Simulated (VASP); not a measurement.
A run of VASP 6.6.1 is set up as follows.

POSCAR

```
BAs
1.0
    0.0000000000      2.3918698983      2.3918698983
    2.3918698983      0.0000000000      2.3918698983
    2.3918698983      2.3918698983      0.0000000000
B As
1 1
Direct
    0.0000000000      0.0000000000      0.0000000000
    0.2500000000      0.2500000000      0.2500000000
```

Contents of INCAR.step1:

```
SYSTEM = BAs
PREC = Accurate
ENCUT = 520
ISMEAR = 0
SIGMA = 0.01
LREAL = .False.
LASPH = .True.
NELM = 100
NBANDS = 11
GGA = PE
ALGO = Normal
EDIFF = 1E-4
LWAVE = .True.
LCHARG = .False.
```

The input INCAR.step2:

```
SYSTEM = BAs
PREC = Accurate
ENCUT = 520
EDIFF = 1E-6
ISMEAR = 0
SIGMA = 0.01
LREAL = .False.
LASPH = .True.
NELM = 100
ALGO = Normal
ISIF = 2
LWAVE = .False.
LCHARG = .False.
METAGGA = R2SCAN
LMIXTAU = .True.
NBANDS = 11
ISTART = 1
```

KPOINTS

```
Automatic mesh
0
Gamma
  10 10 10
  0 0 0
```

Potentials or basis: VASP PAW PBE potentials, release 64 (B, As).

Launch:

```sh
$ cat potpaw_PBE.64/B/POTCAR potpaw_PBE.64/As/POTCAR > POTCAR
$ cp INCAR.step1 INCAR
$ mpirun -np 1 vasp_std > vasp.out
$ cp INCAR.step2 INCAR
$ mpirun -np 1 vasp_std > vasp.out
```

Task: Estimate the pressure.

Result: 0.3 GPa.

Task: Estimate the band gap on the k mesh.

Result: 1.37 eV, indirect (least direct gap 3.44 eV).

Caveat: the PAW data sets were made with another functional, which shifts forces and pressure a little. r2SCAN opens gaps a little over a GGA but as a rule still falls short of measured ones.
